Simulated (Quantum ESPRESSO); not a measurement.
Crystal: Ti.

```
Ti
1.0
    -1.64100    1.64100    1.64100
     1.64100   -1.64100    1.64100
     1.64100    1.64100   -1.64100
Ti
1
Cartesian
  0.0000 0.0000 0.0000
```

This isn't the form of Ti at room conditions, which is hcp.

Base run:

| Quantity | Value |
| --- | --- |
| Program | Quantum ESPRESSO 7.5 |
| Functional | LDA |
| Potentials or basis | PseudoDojo 0.4.1 SR LDA standard |
| Cutoff | 1143 eV |
| Density cutoff | 4572 eV |
| k mesh | 11 × 11 × 11 |
| Occupations | fermi-dirac, width 0.05 eV |
| Spin | no spin polarisation |

Its results: band gap on the k mesh none (metal or under the smearing width); pressure -10.8 GPa.

Problem. The run is repeated on the same cell with these changes: functional from LDA to PBE; potentials or basis from PseudoDojo 0.4.1 SR LDA standard to PseudoDojo 0.4.1 SR PBE standard. What comes out?

Solution. Band gap on the k mesh none (metal or under the smearing width); pressure -2.4 GPa.
